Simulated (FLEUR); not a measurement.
# Ta (Im-3m) in FLEUR: convergence with fermiSmearingEnergy

Aim: find how far fermiSmearingEnergy must go before the results for Ta settle, at PBEsol. This setting moves, with any that are tied to it; all else stays.

All numbers are computed with FLEUR MaX-R8.1 (later development tree); they aren't measurements. Logs are shortened: lines on timing, memory, paths and dates and some standing lists are left out, and cuts for length are marked.

## 1. The structure

Symmetry: Im-3m, No. 229, cubic system. The conventional cell has a = 3.303 Å, b = 3.303 Å, c = 3.303 Å, α = 90.00°, β = 90.00°, γ = 90.00°. Around Ta (site symmetry m-3m) lie 8 Ta at 2.86 Å.

## 2. With fermiSmearingEnergy 0.4 eV

inp.xml reads:

```xml
<?xml version="1.0" encoding="UTF-8" standalone="no"?>
<fleurInput fleurInputVersion="0.39">
   <comment>
      Ta                                                                                                  
   </comment>
   <calculationSetup>
      <cutoffs Kmax="3.8" Gmax="11.8" GmaxXC="11.8" numbands="0"/>
      <scfLoop itmax="60" minDistance="0.00001" maxIterBroyd="15" imix="Anderson" alpha="0.05" precondParam="0.0" spinf="2.0" sdNocoIR="T"/>
      <coreElectrons ctail="T" frcor="F" kcrel="0" coretail_lmax="0"/>
      <xcFunctional name="PBEs" relativisticCorrections="F"/>
      <magnetism jspins="1"/>
      <soc l_soc="F" theta="0.0" phi="0.0" spav="F"/>
      <expertModes spex="0" secvar="F"/>
      <geometryOptimization l_f="T" forcealpha="1.0" forcemix="BFGS" epsdisp="0.0005" epsforce="0.0002"/>
      <ldaU l_linMix="F" mixParam="0.05" spinf="1.0"/>
   </calculationSetup>
   <cell>
      <bzIntegration valenceElectrons="27.0" mode="hist" fermiSmearingEnergy="0.01469973">
         <kPointListSelection listName="default-1"/>
         <!-- k-points included here -->
         <xi:include xmlns:xi="http://www.w3.org/2001/XInclude" href="kpts.xml"> </xi:include>
      </bzIntegration>
      <!-- symmetry operations included here -->
      <xi:include xmlns:xi="http://www.w3.org/2001/XInclude" href="sym.xml"> </xi:include>
      <bulkLattice scale="1.0">
         <bravaisMatrix>
            <row-1>   -3.1204669550294879     3.1204669550294879     3.1204669550294879</row-1>
            <row-2>    3.1204669550294879    -3.1204669550294879     3.1204669550294879</row-2>
            <row-3>    3.1204669550294879     3.1204669550294879    -3.1204669550294879</row-3>
         </bravaisMatrix>
      </bulkLattice>
   </cell>
   <atomSpecies>
      <species name="Tantalum (Ta)" element="Ta" atomicNumber="73">
         <mtSphere radius="2.5" gridPoints="827" logIncrement="0.016"/>
         <atomicCutoffs lmax="10" lnonsphr="8"/>
         <electronConfig flipSpins="F">
            <coreConfig>(1s1/2) (2s1/2) (2p1/2) (2p3/2) (3s1/2) (3p1/2) (3p3/2) (4s1/2) (3d3/2) (3d5/2) (4p1/2) (4p3/2) (4d3/2) (4d5/2)</coreConfig>
            <valenceConfig>(5s1/2) (5p1/2) (5p3/2) (6s1/2) (4f5/2) (4f7/2) (5d3/2) (5d5/2)</valenceConfig>
            <stateOccupation state="(5d3/2)" spinUp="0.600000" spinDown="0.600000"/>
            <stateOccupation state="(5d5/2)" spinUp="0.900000" spinDown="0.900000"/>
         </electronConfig>
         <energyParameters s="6" p="6" d="5" f="4"/>
         <lo type="SCLO" l="0" n="5" eDeriv="0"/>
         <lo type="SCLO" l="1" n="5" eDeriv="0"/>
         <lo type="SCLO" l="2" n="5" eDeriv="2"/>
         <lo type="SCLO" l="3" n="4" eDeriv="2"/>
      </species>
   </atomSpecies>
   <atomGroups>
      <atomGroup species="Tantalum (Ta)">
         <relPos label="                   1">.0000000000 .0000000000 .0000000000</relPos>
         <force calculate="T" relaxXYZ="TTT"/>
      </atomGroup>
   </atomGroups>
   <output dos="F" band="F" slice="F">
      <checks vchk="F" cdinf="F"/>
      <bandDOS minEnergy="-.5*Htr" maxEnergy="0.5*Htr" sigma="0.015" storeEVData="T"/>
      <vacuumDOS vacdos="F" integ="F" star="F" nstars="0" locx1="0.0" locy1="0.0" locx2="0.0" locy2="0.0" nstm="0" tworkf="0.0"/>
      <unfoldingBand unfoldBand="F" supercellX="1" supercellY="1" supercellZ="1"/>
      <plotting iplot="0" polar="F">
         <plot TwoD="T" vec1="  1.0  0.0  0.0" vec2="  0.0  1.0  0.0" vec3="  0.0  0.0  1.0" zero="  0.0  0.0  0.0" file="plot"/>
      </plotting>
      <chargeDensitySlicing numkpt="0" minEigenval="0.0" maxEigenval="0.0" nnne="0" pallst="F"/>
      <specialOutput eonly="F"/>
      <moessbauerParams electricFieldGradient="T" isomerShift="T" coreHyperfine="T" valenceHyperfine="T"/>
      <magneticCircularDichroism mcd="F" energyLo="-10.0" energyUp="0.0"/>
   </output>
  <!-- We include the file relax.xml here to enable relaxations (see documentation) -->
  <xi:include xmlns:xi="http://www.w3.org/2001/XInclude" href="relax.xml"> <xi:fallback/> </xi:include>
</fleurInput>
```

crystal.txt reads:

```
Ta
&input cartesian=F /
-1.6512800000  1.6512800000  1.6512800000
1.6512800000  -1.6512800000  1.6512800000
1.6512800000  1.6512800000  -1.6512800000
1.8897261246
1.0 1.0 1.0

1
73 0.0000000000  0.0000000000  0.0000000000

&kpt div1=9 div2=9 div3=9 gamma=T /
```

Potentials or basis: all-electron, FLAPW.

On the command line:

```console
inpgen -f crystal.txt -profile fastHighL
# inp.xml edited to the form shown
fleur_MPI
```

Run time: 14 s. Hardware: 1 thread of Arm Neoverse V1, shared host; peak memory 0.06 GiB.

Results:

* Free energy: -425082.3682 eV
* Band gap on the k mesh: none (metal or under the smearing width)
* Valence electrons inside the program's atomic spheres: Ta 24.89 (radii Ta 2.5 bohr)

## 3. With fermiSmearingEnergy 0.3 eV

Changes to inp.xml since step 2:

```diff
@@ -17,3 +17,3 @@
    <cell>
-      <bzIntegration valenceElectrons="27.0" mode="hist" fermiSmearingEnergy="0.01469973">
+      <bzIntegration valenceElectrons="27.0" mode="hist" fermiSmearingEnergy="0.01102480">
          <kPointListSelection listName="default-1"/>
```

crystal.txt is that of step 2.

Potentials or basis: all-electron, FLAPW.

On the command line:

```console
inpgen -f crystal.txt -profile fastHighL
# inp.xml edited to the form shown
fleur_MPI
```

It took 14 s on 1 thread of Arm Neoverse V1, shared host; peak memory 0.06 GiB.

What came out:

```
Free energy                                           : -425082.2424 eV
Band gap on the k mesh                                : none (metal or under the smearing width)
Valence electrons inside the program's atomic spheres : Ta 24.88 (radii Ta 2.5 bohr)
```

## 4. With fermiSmearingEnergy 0.2 eV

Changes to inp.xml since step 3:

```diff
@@ -17,3 +17,3 @@
    <cell>
-      <bzIntegration valenceElectrons="27.0" mode="hist" fermiSmearingEnergy="0.01102480">
+      <bzIntegration valenceElectrons="27.0" mode="hist" fermiSmearingEnergy="0.00734986">
          <kPointListSelection listName="default-1"/>
```

crystal.txt is that of step 3.

On the command line:

```console
inpgen -f crystal.txt -profile fastHighL
# inp.xml edited to the form shown
fleur_MPI
```

Run time: 14 s. Hardware: 1 thread of Arm Neoverse V1, shared host; peak memory 0.06 GiB.

Results:

| Quantity | Value |
| --- | --- |
| Free energy | -425082.1446 eV |
| Band gap on the k mesh | none (metal or under the smearing width) |
| Valence electrons inside the program's atomic spheres | Ta 24.88 (radii Ta 2.5 bohr) |

## 5. With fermiSmearingEnergy 0.1 eV

Changes to inp.xml since step 4:

```diff
@@ -17,3 +17,3 @@
    <cell>
-      <bzIntegration valenceElectrons="27.0" mode="hist" fermiSmearingEnergy="0.00734986">
+      <bzIntegration valenceElectrons="27.0" mode="hist" fermiSmearingEnergy="0.00367493">
          <kPointListSelection listName="default-1"/>
```

crystal.txt is that of step 4.

On the command line:

```console
inpgen -f crystal.txt -profile fastHighL
# inp.xml edited to the form shown
fleur_MPI
```

Wall time 14 s (1 thread of Arm Neoverse V1, shared host); peak memory 0.06 GiB.

Results:

| Quantity | Value |
| --- | --- |
| Free energy | -425082.0767 eV |
| Band gap on the k mesh | none (metal or under the smearing width) |
| Valence electrons inside the program's atomic spheres | Ta 24.88 (radii Ta 2.5 bohr) |

## 6. With fermiSmearingEnergy 0.05 eV

Changes to inp.xml since step 5:

```diff
@@ -17,3 +17,3 @@
    <cell>
-      <bzIntegration valenceElectrons="27.0" mode="hist" fermiSmearingEnergy="0.00367493">
+      <bzIntegration valenceElectrons="27.0" mode="hist" fermiSmearingEnergy="0.00183747">
          <kPointListSelection listName="default-1"/>
```

crystal.txt is that of step 5.

Potentials or basis: all-electron, FLAPW.

On the command line:

```console
inpgen -f crystal.txt -profile fastHighL
# inp.xml edited to the form shown
fleur_MPI
```

It took 14 s on 1 thread of Arm Neoverse V1, shared host; peak memory 0.06 GiB.

What came out:

```
Free energy                                           : -425082.0545 eV
Band gap on the k mesh                                : none (metal or under the smearing width)
Valence electrons inside the program's atomic spheres : Ta 24.89 (radii Ta 2.5 bohr)
```

## 7. With fermiSmearingEnergy 0.025 eV

Changes to inp.xml since step 6:

```diff
@@ -17,3 +17,3 @@
    <cell>
-      <bzIntegration valenceElectrons="27.0" mode="hist" fermiSmearingEnergy="0.00183747">
+      <bzIntegration valenceElectrons="27.0" mode="hist" fermiSmearingEnergy="0.00091873">
          <kPointListSelection listName="default-1"/>
```

crystal.txt is that of step 6.

On the command line:

```console
inpgen -f crystal.txt -profile fastHighL
# inp.xml edited to the form shown
fleur_MPI
```

It took 14 s on 1 thread of Arm Neoverse V1, shared host; peak memory 0.06 GiB.

Results:

```yaml
Free_energy: -425082.0467 eV
Band_gap_on_the_k_mesh: none (metal or under the smearing width)
Valence_electrons_inside_the_program's_atomic_spheres: Ta 24.89 (radii Ta 2.5 bohr)
```

## 8. With fermiSmearingEnergy 0.01 eV

Changes to inp.xml since step 7:

```diff
@@ -17,3 +17,3 @@
    <cell>
-      <bzIntegration valenceElectrons="27.0" mode="hist" fermiSmearingEnergy="0.00091873">
+      <bzIntegration valenceElectrons="27.0" mode="hist" fermiSmearingEnergy="0.00036749">
          <kPointListSelection listName="default-1"/>
```

crystal.txt is that of step 7.

Potentials or basis: all-electron, FLAPW.

On the command line:

```console
inpgen -f crystal.txt -profile fastHighL
# inp.xml edited to the form shown
fleur_MPI
```

The program printed:

```text
Welcome to FLEUR        (www.flapw.de)
      MaX-Release 8.1          (www.max-centre.eu)

 ========== k-point set info ==========
 Selected k-point list: default-1
 k-point list type: mesh
 9 x 9 x 9
 Number of k points: 35

 ------------Calculation Setup---------------------------
 Number of MPI-tasks      :            1
 Number of PE/node        :            1
 Number of OMP-threads    :            1
 Most efficient MPI parallelization for:
           1           5           7          35
 Additional eigenvalue parallelization possible
 Number of basis functions:          163
 Approximate size of matrices (H+S) per k-point:         0.000 GB
 --------------------------------------------------------
 Iteration:     1   Distance:      12.72402924 me/bohr^3
 Iteration:     2   Distance:      11.57123831 me/bohr^3
 Iteration:     3   Distance:       5.66024985 me/bohr^3
 Iteration:     4   Distance:       1.88460616 me/bohr^3
 Iteration:     5   Distance:       1.32175918 me/bohr^3
 Iteration:     6   Distance:       0.16701259 me/bohr^3
 Iteration:     7   Distance:       0.15042924 me/bohr^3
 Iteration:     8   Distance:       0.01694605 me/bohr^3
 Iteration:     9   Distance:       0.01739212 me/bohr^3
 Iteration:    10   Distance:       0.00076294 me/bohr^3
 Iteration:    11   Distance:       0.00106527 me/bohr^3
 Iteration:    12   Distance:       0.00002783 me/bohr^3
 Iteration:    13   Distance:       0.00002723 me/bohr^3
 Iteration:    14   Distance:       0.00000225 me/bohr^3

 ********************************************************************
 Run finished successfully
 Stop message:
   Structural relaxation: Done
 ********************************************************************
```

out.xml (last iteration):

```text
<iteration numberForCurrentRun="   15" overallNumber="   15">
         <energyParameters units="Htr">
            <atomicEP atomType="1" spin="1" branch="6s" branchLowest="-1.94" branchHighest="2.23" value="0.3166200120"/>
            <atomicEP atomType="1" spin="1" branch="6p" branchLowest="-0.64" branchHighest="3.16" value="0.4503842560"/>
            <atomicEP atomType="1" spin="1" branch="5d" branchLowest="-7.42" branchHighest="1.02" value="0.4730790508"/>
            <atomicEP atomType="1" spin="1" branch="4f" branchLowest="-9.99" branchHighest="-0.18" value="-0.1593095544"/>
            <loAtomicEP atomType="1" spin="1" branch="5s" branchLowest="-19.09" branchHighest="-1.94" value="-1.9608133823"/>
            <loAtomicEP atomType="1" spin="1" branch="5p" branchLowest="-13.97" branchHighest="-0.64" value="-0.7526658946"/>
            <loAtomicEP atomType="1" spin="1" branch="5d" branchLowest="-7.42" branchHighest="1.02" value="0.4696228716"/>
            <loAtomicEP atomType="1" spin="1" branch="4f" branchLowest="-9.99" branchHighest="-0.18" value="-0.1836041099"/>
         </energyParameters>
         <eigenvalues>
            <eigenvaluesAt spin="1" ikpt="1" k_x="0.00000000" k_y="0.00000000" k_z="0.00000000">
                      -1.9648917910       -0.7121810476       -0.7121810476       -0.7121810476       -0.1913863242
                      -0.1913863242       -0.1913863242       -0.1895085503       -0.1895085503       -0.1895085503
                      -0.1875208787        0.2083527157        0.5257897384        0.5257897384        0.5257897384
                       0.6459484503        0.6459484503        1.0386049370        1.0386049370        1.0386049370
                       1.4527488596
            </eigenvaluesAt>
            <eigenvaluesAt spin="1" ikpt="2" k_x="0.00000000" k_y="0.00000000" k_z="0.11111111">
                      -1.9643946510       -0.7176753585       -0.7138780401       -0.7122073580       -0.1912284364
                      -0.1911552030       -0.1911367654       -0.1896728030       -0.1895498700       -0.1895265579
                      -0.1877415592        0.2281754714        0.5133652826        0.5210227275        0.5456416310
                       0.6289676802        0.6462778977        1.0552979822        1.0732166225        1.0872437127
                       1.3349841621
            </eigenvaluesAt>
            <eigenvaluesAt spin="1" ikpt="3" k_x="0.00000000" k_y="0.00000000" k_z="0.22222222">
                      -1.9631335712       -0.7310875530       -0.7181286785       -0.7122885748       -0.1910817364
                      -0.1906656678       -0.1906447059       -0.1900650845       -0.1898546135       -0.1896218074
                      -0.1882478674        0.2785072253        0.4858474531        0.5006614881        0.6025110289
[... 24 lines left out ...]
            <state n="2" l="1" j="0.5" energy="-404.8580698398" weight="1.0000000000"/>
            <state n="2" l="1" j="1.5" energy="-358.2010655682" weight="2.0000000000"/>
            <state n="3" l="0" j="0.5" energy="-96.4907849382" weight="1.0000000000"/>
            <state n="3" l="1" j="0.5" energy="-88.1389371243" weight="1.0000000000"/>
            <state n="3" l="1" j="1.5" energy="-78.0953023160" weight="2.0000000000"/>
            <state n="4" l="0" j="0.5" energy="-19.0911293591" weight="1.0000000000"/>
            <state n="3" l="2" j="1.5" energy="-63.9974445217" weight="2.0000000000"/>
            <state n="3" l="2" j="2.5" energy="-61.8092948981" weight="3.0000000000"/>
            <state n="4" l="1" j="0.5" energy="-15.6502573861" weight="1.0000000000"/>
            <state n="4" l="1" j="1.5" energy="-13.3343110526" weight="2.0000000000"/>
            <state n="4" l="2" j="1.5" energy="-7.6821692110" weight="2.0000000000"/>
            <state n="4" l="2" j="2.5" energy="-7.2567453110" weight="3.0000000000"/>
         </coreStates>
         <allElectronCharges>
            <spinDependentCharge spin="1" total="73.0000000" interstitial="2.1127287" mtSpheres="70.8872713"/>
            <totalCharge value="73.0000000020"/>
         </allElectronCharges>
         <moessbauerParams unitsHFF="kG" unitsIS="e/bohr^3" unitsEFG="Htr/bohr^2">
            <coreIsomerShift atomType="1" isTotal="1392924.34151">
               <shell n="1" l="0" isomerShift="1168121.05255"/>
               <shell n="2" l="0" isomerShift="165749.87837"/>
               <shell n="2" l="1" isomerShift="9774.15192"/>
               <shell n="3" l="0" isomerShift="37104.38173"/>
               <shell n="3" l="1" isomerShift="2442.96766"/>
               <shell n="4" l="0" isomerShift="9144.10384"/>
               <shell n="3" l="2" isomerShift="0.00094"/>
               <shell n="4" l="1" isomerShift="587.80428"/>
               <shell n="4" l="2" isomerShift="0.00023"/>
            </coreIsomerShift>
            <isomerShift atomType="1" nucleusRadius="0.0001336" averageDensity="1394583.80251"/>
            <electricFieldGradient atomType="1" VXX="0.00000" VYY="0.00000" VZZ="0.00000" asymParam="0.00000">
            </electricFieldGradient>
         </moessbauerParams>
         <totalEnergy                                    value="   -15621.4769196980" units="Htr">
            <sumOfEigenvalues                            value="    -9545.9904662817">
               <coreElectrons value="-9537.1317805103"/>
               <valenceElectrons value="-8.8586857714"/>
            </sumOfEigenvalues>
            <densityCoulombPotentialIntegral value="-26670.7891356843"/>
            <densityEffectivePotentialIntegral value="-27082.9504979793"/>
            <chargeDenXCDenIntegral value="-312.9565337448"/>
            <FockExchangeEnergyValence value="0.0000000000"/>
            <FockExchangeEnergyCore value="0.0000000000"/>
            <atomTypeDependentContributions atomType="1">
               <electronNucleiInteractionDifferentMTs value="19463.9078557972"/>
               <MadelungTerm value="-46.1779940115"/>
            </atomTypeDependentContributions>
            <tkbTimesEntropy value="0.0000546713"/>
            <freeEnergy value="-15621.4769743693"/>
            <extrapolationTo0K value="-15621.4769470337"/>
         </totalEnergy>
         <totalForcesOnRepresentativeAtoms units="Htr/bohr">
            <forceTotal atomType="1" x="0.000000" y="0.000000" z="0.000000" F_x="0.00000000" F_y="0.00000000" F_z="0.00000000"/>
         </totalForcesOnRepresentativeAtoms>
      </iteration>
```

Run time: 14 s. Hardware: 1 thread of Arm Neoverse V1, shared host; peak memory 0.06 GiB.

Results:

* Free energy: -425082.0437 eV
* Band gap on the k mesh: none (metal or under the smearing width)
* Valence electrons inside the program's atomic spheres: Ta 24.89 (radii Ta 2.5 bohr)

## 9. Result

| fermiSmearingEnergy | energy less the tightest run, at zero smearing (meV/atom) | SCF cycles | CPU time (s) | peak memory (GiB) |
| --- | --- | --- | --- | --- |
| 0.4 eV | -47.87 | 14 | 14 | 0.06 |
| 0.3 eV | -31.50 | 14 | 14 | 0.06 |
| 0.2 eV | -18.55 | 14 | 14 | 0.06 |
| 0.1 eV | -7.68 | 14 | 14 | 0.06 |
| 0.05 eV | -2.52 | 14 | 14 | 0.06 |
| 0.025 eV | -0.62 | 14 | 14 | 0.06 |
| 0.01 eV | 0.00 | 15 | 14 | 0.06 |

Against the tightest run, the energy stays within 1 meV/atom from 0.025 eV on. Narrower smearing needs a denser k mesh, so at a fixed mesh the narrowest width isn't the most accurate. The tightest run that finished is the yardstick and may itself not be fully converged.
